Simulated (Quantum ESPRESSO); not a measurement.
A run of Quantum ESPRESSO 7.5 is set up as follows.

The input pw.in:

```
&CONTROL
  calculation = 'scf'
  prefix = 'pwscf'
  outdir = './tmp'
  pseudo_dir = './pseudo'
  tprnfor = .true.
  tstress = .true.
  disk_io = 'low'
/
&SYSTEM
  ibrav = 0
  nat = 2
  ntyp = 1
  ecutwfc = 82
  nbnd = 9
  input_dft = 'blyp'
  occupations = 'smearing'
  smearing = 'fd'
  degauss = 0.00367493
/
&ELECTRONS
  conv_thr = 4d-10
  electron_maxstep = 120
  mixing_beta = 0.5
/
ATOMIC_SPECIES
C     12.0110 C.upf
CELL_PARAMETERS angstrom
   0.0000000000    1.7833700000    1.7833700000
   1.7833700000    0.0000000000    1.7833700000
   1.7833700000    1.7833700000    0.0000000000
ATOMIC_POSITIONS angstrom
C      2.6750550000    2.6750550000    2.6750550000
C      1.7833700000    1.7833700000    1.7833700000
K_POINTS automatic
14 14 14 1 1 1
```

File scf2.in:

```
&CONTROL
  calculation = 'scf'
  prefix = 'pwscf'
  outdir = './tmp'
  pseudo_dir = './pseudo'
  tprnfor = .true.
  tstress = .true.
  disk_io = 'low'
/
&SYSTEM
  ibrav = 0
  nat = 2
  ntyp = 1
  ecutwfc = 82
  nbnd = 9
  input_dft = 'blyp'
  occupations = 'fixed'
/
&ELECTRONS
  conv_thr = 1d-13
  electron_maxstep = 120
  mixing_beta = 0.5
  startingpot = 'file'
  startingwfc = 'file'
/
ATOMIC_SPECIES
C     12.0110 C.upf
CELL_PARAMETERS angstrom
   0.0000000000    1.7833700000    1.7833700000
   1.7833700000    0.0000000000    1.7833700000
   1.7833700000    1.7833700000    0.0000000000
ATOMIC_POSITIONS angstrom
C      2.6750550000    2.6750550000    2.6750550000
C      1.7833700000    1.7833700000    1.7833700000
K_POINTS automatic
14 14 14 1 1 1
```

Contents of ph.in:

```
dielectric of C
&INPUTPH
  prefix = 'pwscf'
  outdir = './tmp'
  tr2_ph = 1d-18
  fildyn = 'dyn'
  niter_ph = 90
  alpha_mix(1) = 0.7
  epsil = .true.
  trans = .false.
  zeu = .true.
/
0.0000000000 0.0000000000 0.0000000000
```

Potentials or basis: PseudoDojo 0.4.1 SR PBE standard.

Launch:

```bash
$ OMP_NUM_THREADS=1 pw.x -in pw.in > pw.out
$ OMP_NUM_THREADS=1 pw.x -in scf2.in > scf2.out
$ OMP_NUM_THREADS=1 ph.x -in ph.in > ph.out
```

(1) Predict the electronic dielectric tensor (diagonal).

(2) Estimate the Born charges (mean of the diagonal).

(3) What does it give for the pressure?

Answers

(1) 5.69.

(2) C +0.00 e.

(3) 16.2 GPa.

Caveat: the potentials were made for another functional, which shifts forces and pressure; the cell is more than 3 GPa from zero pressure, which shifts response properties.
